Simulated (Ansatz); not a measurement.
**Stack of 1T-SnSe2 under 1T-ZrSSe, shifted by a third of the diagonal in a perpendicular field**

What dipole does a perpendicular field induce in the stack of 1T-SnSe2 under 1T-ZrSSe, shifted by a third of the diagonal, and does the gap follow? A positive field points along +c.

Main program and level: Ansatz 0.2.0; plane-wave DFT, PBE-D3(BJ), Ansatz PAW.

### 1. Starting point

The cell holds 6 atoms: 3 Se, 1 Sn, 1 Zr and 1 S. Cell: a = 3.805 Å, b = 3.805 Å, c = 48.013 Å, α = 90.0°, β = 90.0°, γ = 120.0°. Regions: layer 1: 1T-SnSe2, 3 atoms (2 Se and 1 Sn); layer 2: 1T-ZrSSe, 3 atoms (1 Se, 1 Zr and 1 S). Vacuum lies along c.

### 2. Relaxing the slab

The starting cell is a guess, so the in-plane lattice and the atoms are relaxed first, with the slab cut off from its images along the normal.

File input.yaml:

```yaml
crystal:
  lattice:
    - [3.805, 0.0, 0.0]
    - [-1.9025, 3.2952266614, 0.0]
    - [0.0, 0.0, 48.0127468241]
  atoms:
    - { symbol: Se, position: [0.6666666667, 0.3333333333, 0.4113490959] }
    - { symbol: Sn, position: [0.0, 0.0, 0.4333275202] }
    - { symbol: Se, position: [0.3333333333, 0.6666666667, 0.4553059446] }
    - { symbol: Se, position: [0.0, 0.0, 0.5198721317] }
    - { symbol: Zr, position: [0.3333333333, 0.6666666667, 0.556834831] }
    - { symbol: S, position: [0.6666666667, 0.3333333333, 0.5886509041] }
  periodic: [true, true, false]
kpoints:
  mp_grid: { grid: [12, 12, 1] }
hamiltonian:
  xc: pbe
  dispersion: d3bj
scf:
  occupations: { method: fermi_dirac, width: 0.05 }
  convergence: { dr2_threshold: 1.0e-09 }
relax:
  f_tol: 0.004
  max_steps: 90
  cell: {}
output:
  write_potential: true
  write_density: true
  volumetric_format: npy
```

The run is started by

```bash
> ansatz run input.yaml --threads 2 --pin off --max-ram 4096MiB --backend cpu --events-out ev --progress --plain --runs-dir out
```

Numbers of over 12 decimals in the logs are rounded to 6 here.

The program printed:

```text
Warning: relax.cell: scf.convergence.dr2_threshold = 1e-9 eV is looser than the 1.75069111014e-10 eV advised for a relaxation that steers and ends on the stress (1e-10 eV for each atom of the cell: 6, times the square of relax.cell.stress_2d_tol = 0.05 N/m over 18.5 Å (the atoms' height at the walk's start and 5 Å past either face), 2.701e-2 GPa, over a crystal's default 0.05). What an SCF threshold leaves in a stress goes as its square root, and in the free energy as the threshold itself, and one threshold admits the most on a small cell: [figures from the program's tests cut] Set scf.convergence.dr2_threshold to 1.75069111014e-10 eV or tighter. [rest of the remark cut]
Engine: ansatz 0.2.0, x86_64-unknown-linux-gnu
Pseudopotentials: kind: paw
Pseudopotential: Se, paw, valence charge 16, recommended cutoff 420 eV (normal), Se.paw.azcp
Pseudopotential: Sn, paw, valence charge 14, recommended cutoff 420 eV (normal), Sn.paw.azcp
Pseudopotential: Zr, paw, valence charge 12, recommended cutoff 420 eV (normal), Zr.paw.azcp
Pseudopotential: S, paw, valence charge 6, recommended cutoff 420 eV (normal), S.paw.azcp
Functional definition: PBE
  parameter kappa = 0.804
  parameter beta = 0.066725
  exchange = pbe_x(kappa = kappa, mu = beta*pi^2/3)
  correlation = pbe_c(beta = beta)
Crystal: 6 atoms, lattice volume = 602.000 Å³
Basis set: ecut = 420 eV, 11801 PW (Γ), exchange–correlation on 54×54×648 points (8 copies of the dense FFT grid, shifted against one another)
Bands: 48, of which v1, the nominal top of the filled ones, is band 40 counted from 1 (39 counted from 0)
Symmetry: 6 space group operations
Space group: P3m1 (ITA 156), of the structure as read, at distance tolerance 8.4e-5 Å
k-points: 19 of 144 (time reversal used)
Non-local potential: Se, projectors of the file, l = 0: 2, l = 1: 2, l = 2: 3, l = 3: 1
Non-local potential: Sn, projectors of the file, l = 0: 2, l = 1: 2, l = 2: 2, l = 3: 2
Non-local potential: Zr, projectors of the file, l = 0: 3, l = 1: 2, l = 2: 2, l = 3: 2
Non-local potential: S, projectors of the file, l = 0: 2, l = 1: 2, l = 2: 2
PAW form: soft (Blöchl's): semilocal exchange-correlation on the pseudo side does not see the compensation charge
PAW one-centre angular grid: Se, 590 points (default); XC on 64 Gauss nodes
PAW one-centre angular grid: Sn, 590 points (default); XC on 64 Gauss nodes
PAW one-centre angular grid: Zr, 590 points (default); XC on 64 Gauss nodes
PAW one-centre angular grid: S, 110 points (default); XC on 64 Gauss nodes
Initial density: superposition of atomic densities (neutral atoms: chi_scale 0, normalization atom), corrected by the library's trained network
Initial wavefunctions: pseudopotential atomic-orbital guess
Functional: x = pbe(κ = 0.804, μ = 0.219515), c = pbe(β = 0.066725)
SCF iter   1: F=—  HF=-27520.902759 eV  |F-HF|=—  |Δ(HF+E_count)|=         —  Δρ=1.57e-3  dr2=7.66e-2  ethr=1.77e-3  ⟨swp⟩=16.4  Hψ=5651  notcnv=0  defer=5
preconditioner: auto → Resta (q_TF=auto, 1.949 Å⁻¹)  ε∞=2.0  [insulator: Δε(μ)=0.511 eV  Ē_g=8.698 eV  σ=0.050 eV  W_gap=0.99  n_scr=70 (ndim 8)  ℏωp=8.6 eV  f_vac=0.748  D(μ)=0.01/eV (n_scr^D=0)  ε∞_Penn≈2.0  vacuum switching on, ρ_ref=5.5e-3 e/Å³]
SCF iter   2: F=—  HF=-27520.900150 eV  |F-HF|=—  |Δ(HF+E_count)|=   2.61e-3  Δρ=1.37e-3  dr2=1.30e-1  ethr=9.57e-5  ⟨swp⟩=3.7  Hψ=2086  notcnv=0  defer=24
preconditioner: auto → LDOS  [insulator: Δε(μ)=0.282 eV  Ē_g=8.568 eV  σ=0.050 eV  W_gap=0.88  n_scr=70 (ndim 8)  ℏωp=8.6 eV  f_vac=0.749  D(μ)=0.24/eV (n_scr^D=4)  ε∞_Penn≈2.0  β→1.0]
SCF iter   3: F=—  HF=-27520.913519 eV  |F-HF|=—  |Δ(HF+E_count)|=   1.34e-2  Δρ=1.94e-3  dr2=2.09e-1  ethr=9.57e-5  ⟨swp⟩=3.9  Hψ=1561  notcnv=0  defer=24
SCF iter   4: F=—  HF=-27520.895516 eV  |F-HF|=—  |Δ(HF+E_count)|=   1.80e-2  Δρ=9.52e-4  dr2=3.87e-2  ethr=9.57e-5  ⟨swp⟩=2.5  Hψ=1405  notcnv=0  defer=23
SCF iter   5: F=—  HF=-27520.890915 eV  |F-HF|=—  |Δ(HF+E_count)|=   4.60e-3  Δρ=2.32e-4  dr2=3.34e-3  ethr=4.84e-5  ⟨swp⟩=2.7  Hψ=1321  notcnv=0  defer=23
SCF iter   6: F=—  HF=-27520.890437 eV  |F-HF|=—  |Δ(HF+E_count)|=   4.78e-4  Δρ=5.73e-5  dr2=8.64e-5  ethr=4.17e-6  ⟨swp⟩=2.8  Hψ=1288  notcnv=0  defer=23
SCF iter   7: F=—  HF=-27520.890422 eV  |F-HF|=—  |Δ(HF+E_count)|=   1.49e-5  Δρ=2.03e-5  dr2=7.61e-6  ethr=1.08e-7  ⟨swp⟩=3.4  Hψ=1794  notcnv=0  defer=23
SCF iter   8: F=—  HF=-27520.890419 eV  |F-HF|=—  |Δ(HF+E_count)|=   2.84e-6  Δρ=9.91e-6  dr2=8.75e-7  ethr=9.51e-9  ⟨swp⟩=3.1  Hψ=1629  notcnv=0  defer=23
SCF iter   9: F=—  HF=-27520.890571 eV  |F-HF|=—  |Δ(HF+E_count)|=   1.52e-4  Δρ=3.56e-6  dr2=1.18e-7  ethr=1.09e-9  ⟨swp⟩=3.3  Hψ=1513  notcnv=0  defer=23
SCF iter  10: F=—  HF=-27520.890571 eV  |F-HF|=—  |Δ(HF+E_count)|=   8.15e-8  Δρ=1.05e-6  dr2=1.71e-8  ethr=1.47e-10  ⟨swp⟩=3.3  Hψ=1579  notcnv=0  defer=23
SCF iter  11: F=—  HF=-27520.890571 eV  |F-HF|=—  |Δ(HF+E_count)|=   3.26e-8  Δρ=2.72e-7  dr2=3.13e-9  ethr=2.14e-11  ⟨swp⟩=3.0  Hψ=1442  notcnv=0  defer=23
SCF iter  12: F=-27520.890571 eV  HF=-27520.890571 eV  |F-HF|=4.07e-10  |Δ(HF+E_count)|=   4.69e-9  Δρ=7.30e-8  dr2=5.47e-11  ethr=1.25e-12  ⟨swp⟩=11.7  Hψ=6465  notcnv=0
SCF 1 converged in 12 iterations: F = -27520.890571 eV  dr2 = 5.47e-11
  greatest PAW one-centre occupation: 1.000 electrons in one spin orbital (limit 2), on the Se atom at site 2 (counted from 0), in its partial waves of l = 2
relax step   1: F+E_penalty+E_count = -27520.89057068 eV  Δ(F+E_penalty+E_count) = +0.000e0 eV  max|allowed force component| = 5.998e0 eV/Å  Δτ_max = 0.0000 Å  P = +16.847 N/m  Ω = 602.000 Å³  fix = [c, alpha, beta]  reactions: c +0.000 N/m  (12 SCF iters, accepted)
Crystal: 6 atoms, lattice volume = 608.525 Å³
Basis set: ecut = 420 eV, 11873 PW (Γ), exchange–correlation on 54×54×648 points (8 copies of the dense FFT grid, shifted against one another)
Initial density: handed on by an earlier stage of this run
Initial wavefunctions: those handed on with the density
iter 1 solved again at ethr=1.20e-4 eV; its pass at ethr=3.10e-3 eV (dr2=9.58e-2 eV) is discarded
SCF iter   1: F=—  HF=-27523.053250 eV  |F-HF|=—  |Δ(HF+E_count)|=         —  Δρ=3.57e-3  dr2=9.48e-2  ethr=1.20e-4  ⟨swp⟩=3.4  Hψ=5813  notcnv=0
preconditioner: auto → Resta (q_TF=auto, 1.945 Å⁻¹)  ε∞=2.0  [insulator: Δε(μ)=0.658 eV  Ē_g=8.442 eV  σ=0.050 eV  W_gap=1.00  n_scr=70 (ndim 8)  ℏωp=8.5 eV  f_vac=0.747  D(μ)=0.01/eV (n_scr^D=0)  ε∞_Penn≈2.0  vacuum switching on, ρ_ref=5.2e-3 e/Å³]
SCF iter   2: F=—  HF=-27523.033702 eV  |F-HF|=—  |Δ(HF+E_count)|=   1.95e-2  Δρ=1.77e-3  dr2=1.83e-2  ethr=1.18e-4  ⟨swp⟩=4.3  Hψ=1620  notcnv=0  defer=1
[...]
relax step   4: F+E_penalty+E_count = -27524.48242592 eV  Δ(F+E_penalty+E_count) = -3.143e-1 eV  max|allowed force component| = 1.492e-1 eV/Å  Δτ_max = 0.1943 Å  P = -0.049 N/m  Ω = 591.305 Å³  energy of the carried Pulay correction = +6.916e-4 eV  fix = [c, alpha, beta]  reactions: c -0.000 N/m  (11 SCF iters, accepted)
[...]
relax step   5: F+E_penalty+E_count = -27524.49398835 eV  Δ(F+E_penalty+E_count) = -1.156e-2 eV  max|allowed force component| = 1.133e-1 eV/Å  Δτ_max = 0.1948 Å  P = -0.231 N/m  Ω = 591.010 Å³  energy of the carried Pulay correction = +7.108e-4 eV  fix = [c, alpha, beta]  reactions: c -0.000 N/m  (12 SCF iters, accepted)
[...]
relax step   6: F+E_penalty+E_count = -27524.49893129 eV  Δ(F+E_penalty+E_count) = -4.943e-3 eV  max|allowed force component| = 2.981e-2 eV/Å  Δτ_max = 0.0554 Å  P = -0.079 N/m  Ω = 587.850 Å³  energy of the carried Pulay correction = +9.177e-4 eV  fix = [c, alpha, beta]  reactions: c -0.000 N/m  (11 SCF iters, accepted)
[...]
relax step   7: F+E_penalty+E_count = -27524.49947240 eV  Δ(F+E_penalty+E_count) = -5.411e-4 eV  max|allowed force component| = 1.221e-2 eV/Å  Δτ_max = 0.0255 Å  P = -0.013 N/m  Ω = 588.132 Å³  energy of the carried Pulay correction = +8.991e-4 eV  fix = [c, alpha, beta]  reactions: c -0.000 N/m  (10 SCF iters, accepted)
[...]
relax step   8: F+E_penalty+E_count = -27524.49947223 eV  Δ(F+E_penalty+E_count) = +1.652e-7 eV  max|allowed force component| = 1.164e-2 eV/Å  Δτ_max = 0.0020 Å  P = +0.023 N/m  Ω = 588.204 Å³  energy of the carried Pulay correction = +8.944e-4 eV  fix = [c, alpha, beta]  reactions: c +0.000 N/m  (8 SCF iters, accepted)
[...]
relax step   9: F+E_penalty+E_count = -27524.49947845 eV  Δ(F+E_penalty+E_count) = -6.214e-6 eV  max|allowed force component| = 6.421e-4 eV/Å  Δτ_max = 0.0009 Å  P = -0.000 N/m  Ω = 588.233 Å³  energy of the carried Pulay correction = +8.925e-4 eV  fix = [c, alpha, beta]  reactions: c -0.000 N/m  (7 SCF iters, accepted)
Initial wavefunctions: pseudopotential atomic-orbital guess (no wavefunctions were taken with the density)
iter 1 solved again at ethr=5.68e-7 eV; its pass at ethr=3.10e-3 eV (dr2=4.54e-4 eV) is discarded
SCF iter   1: F=—  HF=-27524.498800 eV  |F-HF|=—  |Δ(HF+E_count)|=         —  Δρ=1.09e-5  dr2=1.13e-7  ethr=5.68e-7  ⟨swp⟩=5.8  Hψ=8739  notcnv=0
eigensolver tolerance schedule: the retry pair's looser diagonalisation over-reported the residual by 4025.87 of it (diagonalisation noise at 2.82 of the residual, at the tolerance the schedule requests for it); recorded, not acted on — ethr = c·dr2/N_el stays at c = 1.0e-1
SCF iter   2: F=—  HF=-27524.498923 eV  |F-HF|=—  |Δ(HF+E_count)|=   1.24e-4  Δρ=5.54e-6  dr2=5.51e-8  ethr=1.41e-10  ⟨swp⟩=5.3  Hψ=3073  notcnv=0
SCF iter   3: F=—  HF=-27524.498924 eV  |F-HF|=—  |Δ(HF+E_count)|=   7.43e-8  Δρ=2.62e-6  dr2=1.36e-7  ethr=6.88e-11  ⟨swp⟩=3.4  Hψ=1544  notcnv=0
SCF iter   4: F=—  HF=-27524.498924 eV  |F-HF|=—  |Δ(HF+E_count)|=  8.08e-10  Δρ=1.33e-6  dr2=1.53e-8  ethr=6.88e-11  ⟨swp⟩=2.3  Hψ=1170  notcnv=0
SCF iter   5: F=—  HF=-27524.498924 eV  |F-HF|=—  |Δ(HF+E_count)|=   2.60e-9  Δρ=5.32e-7  dr2=2.09e-9  ethr=1.92e-11  ⟨swp⟩=2.4  Hψ=1160  notcnv=0
SCF iter   6: F=—  HF=-27524.498924 eV  |F-HF|=—  |Δ(HF+E_count)|=  6.11e-10  Δρ=2.28e-7  dr2=1.01e-9  ethr=1.25e-12  ⟨swp⟩=15.8  Hψ=6668  notcnv=0
SCF iter   7: F=-27524.498924 eV  HF=-27524.498924 eV  |F-HF|=0.00e0  |Δ(HF+E_count)|=  4.29e-10  Δρ=1.01e-7  dr2=1.28e-10  ethr=1.25e-12  ⟨swp⟩=8.1  Hψ=4418  notcnv=0
SCF 10 converged in 7 iterations: F = -27524.498924 eV  dr2 = 1.28e-10
relax step  10: F+E_penalty+E_count = -27524.49892356 eV  Δ(F+E_penalty+E_count) = +5.549e-4 eV  max|allowed force component| = 6.449e-4 eV/Å  Δτ_max = 0.0000 Å  P = -0.020 N/m  Ω = 588.233 Å³  fix = [c, alpha, beta]  reactions: c -0.000 N/m  stress off target by 1.99e-2 N/m on what of the cell is left free  SCF on the basis re-selected at this cell (its energy is not comparable with the rows above)  (7 SCF iters)
basis re-selected at this cell: Δ(F+E_penalty+E_count) = +5.549e-4 eV, ΔP = -0.019 N/m vs the last step (what re-selecting the basis moved, of the pressure what is left beyond the Pulay correction that the steps carried, after the strain that the cell walked since its last selection, with what the two solves' SCF thresholds leave and, on support functions, any second-order correction that the steps lacked; it is no m [...]
WARN: The output density's exchange-correlation potential varies sharply where the density is thin. Do not read a vacuum level from v_tot or v_xc, or from such a field of the output density. On a cell that repeats whose density bears no net charge and no dipole along the vacuum's axis use v_es (v_loc + v_h of the components); under efield.dipole_correction with no amplitude use v_es + v_field, which holds any externa [...]
SCF converged after 7 iterations
Free energy (F): -27524.498924 eV
Harris-Foulkes:  -27524.498924 eV  (|F-HF|=0.00e0)
Internal energy: -27524.498623 eV  (E = F + TS)
E sigma→0 (E₀):  -27524.498773 eV
Entropy (-TS):   -0.000301 eV (-0.050 meV/atom)
Fermi energy:    -5.466635 eV
--- Per-component energies (eV) ---
  E_band       = -2501.294793
  E_kinetic    = 982.763850
  E_local      = -406241.740625  (includes V_loc(G=0)·N_el)
  E_nonlocal   = -1712.105976
  E_hartree    = 202464.143039
  E_xc         = -953.581268
  E_vxc        = -668.736505  (∫ρ·V_xc dr)
  E_paw        = -13428.358081  (= ΣΔE_a)
  E_vpaw       = 210.243051  (= ΣTr[D̂ρ^β])
  E_aug_tail   = -0.001791  (compensation charges beyond the density's cutoff)
  E_ewald      = 191366.232105
  E_disp       = -1.849875  (pairwise vdW)
  E_smearing   = -0.000301  (= −TS)
  E_closure    = -0.000000  (closes the sum)
  Σ components = -27524.498924   (vs F -27524.498924, Δ=0.00e0)
--- Forces (eV/Å), atoms counted from 1 ---
  atom   1  Se     0.00000000    -0.00000000    -0.00007740
  atom   2  Sn    -0.00000000    -0.00000000    -0.00001830
  atom   3  Se     0.00000000     0.00000000     0.00010883
  atom   4  Se     0.00000000     0.00000000     0.00012990
  atom   5  Zr     0.00000000    -0.00000000    -0.00064501
  atom   6  S      0.00000000    -0.00000000     0.00050121
  max |Σ_I F_I| component: 7.66e-7 eV/Å
--- 2D stress c σ (N/m, compression-positive) ---
       -0.019856      -0.000000      -0.000000
       -0.000000      -0.019856      -0.000000
       -0.000000      -0.000000      -0.000000
  P = ½ c Tr σ = -0.0199 N/m
--- Band table (eV; the first three rows and the last of 19) ---
  k-point 0: bands = [... 36 lower, -5.9769, -5.9769, -5.8001, -5.8001, -4.6604, -4.6604, -4.0046, -3.6457, ... 4 higher]
  k-point 1: bands = [... 36 lower, -6.4158, -6.1918, -6.1036, -5.7589, -4.5816, -4.4013, -3.7585, -3.4273, ... 4 higher]
  k-point 2: bands = [... 36 lower, -6.8924, -6.5674, -6.1942, -5.7876, -4.6379, -3.9370, -3.5022, -3.2993, ... 4 higher]
  k-point 18: bands = [... 36 lower, -7.8992, -7.8885, -6.8474, -6.7350, -4.1284, -3.9956, -3.3591, -3.1503, ... 4 higher]
  the weakly bound empty levels are not read free of the cell's end (no_gap_told)
--- Relaxed structure (9 steps of the walk, 9 accepted, 1 SCFs on fresh bases) ---
  F+E_penalty+E_count = -27524.49892356 eV   max|allowed force component| = 6.449e-4 eV/Å   (the final SCF, on the basis selected at the relaxed cell)
  cell:  # Å, volume = 588.2327 Å³
    - [3.761240, 0.0, 0]
    - [-1.880620, 3.257329, 0]
    - [0, 0, 48.0127468241]
  atoms:
    - { symbol: Se, position: [0.666667, 0.333333, 0.396365] }
    - { symbol: Sn, position: [0, 0, 0.430090] }
    - { symbol: Se, position: [0.333333, 0.666667, 0.463856] }
    - { symbol: Se, position: [0, 0, 0.526321] }
    - { symbol: Zr, position: [0.333333, 0.666667, 0.560111] }
    - { symbol: S, position: [0.666667, 0.333333, 0.588599] }
```

Run time: 10 min. Hardware: 2 threads of Intel Xeon at 2.50GHz (Skylake/Cascade Lake), shared host; peak memory 1.1 GiB.

Relaxation path:

```
step  energy less that of the first step (eV)  largest force component (eV/Å)  volume (Å³)
   1                                   0.0000                          5.9983       602.00
   2                                  -2.1406                          3.7181       608.52
   3                                  -3.2775                          1.7090       604.57
   4                                  -3.5919                          0.1492       591.31
   5                                  -3.6034                          0.1133       591.01
   6                                  -3.6084                          0.0298       587.85
   7                                  -3.6089                          0.0122       588.13
   8                                  -3.6089                          0.0116       588.20
   9                                  -3.6089                          0.0006       588.23
 10*                                  -3.6084                          0.0006       588.23
```

Relaxation steps marked * repeat the geometry before them on a plane-wave basis chosen anew for their cell, so energy and pressure can jump there.

Forces are held to the 6 operations that the run works with; a distortion that breaks them can't arise in this run.

```
cell as run  before  after  change
      a (Å)   3.805  3.761  -1.2 %
      b (Å)   3.805  3.761  -1.2 %
```

The atoms that moved most (Å, along periodic axes as changes of fractional coordinates times the final cell, across vacuum about the mean position):

```
atom     dx     dy      dz  length
 Se1  0.000  0.000  -0.719   0.719
 Se3  0.000  0.000   0.411   0.411
 Se4  0.000  0.000   0.310   0.310
 Zr5  0.000  0.000   0.157   0.157
 Sn2  0.000  0.000  -0.155   0.155
```

The relaxed structure:

```cif
data_structure
_symmetry_space_group_name_H-M 'P 1'
_symmetry_Int_Tables_number 1
_cell_length_a 3.7612
_cell_length_b 3.7612
_cell_length_c 48.0127
_cell_angle_alpha 90.000
_cell_angle_beta 90.000
_cell_angle_gamma 120.000
_cell_volume 588.23
loop_
_atom_site_label
_atom_site_type_symbol
_atom_site_fract_x
_atom_site_fract_y
_atom_site_fract_z
_atom_site_occupancy
Se1 Se 0.66667 0.33333 0.39636 1
Sn2 Sn 0.00000 0.00000 0.43009 1
Se3 Se 0.33333 0.66667 0.46386 1
Se4 Se 0.00000 0.00000 0.52632 1
Zr5 Zr 0.33333 0.66667 0.56011 1
S6 S 0.66667 0.33333 0.58860 1
```

Numbers from this step:

| Property | Result |
| --- | --- |
| energy at zero smearing | -27524.4988 eV |

The lattice constant a goes from 3.805 to 3.761 Å.

[end of part 1 of 2]

[Logs are printed without paths, hosts, clocks, repeated set-up lines and the standing remarks that a program may print on its own settings, such as how far it seeks lower states.]

[Hosts, paths, dates, database ids (printed as entryN), source tags and the programs' standing remarks are cut or masked in the printed files.]

[Maps of the electrostatic potential energy from Ansatz leave out the sawtooth potential of an applied field or a dipole correction, so their vacuum need not be flat; planar profiles and work functions include it.]
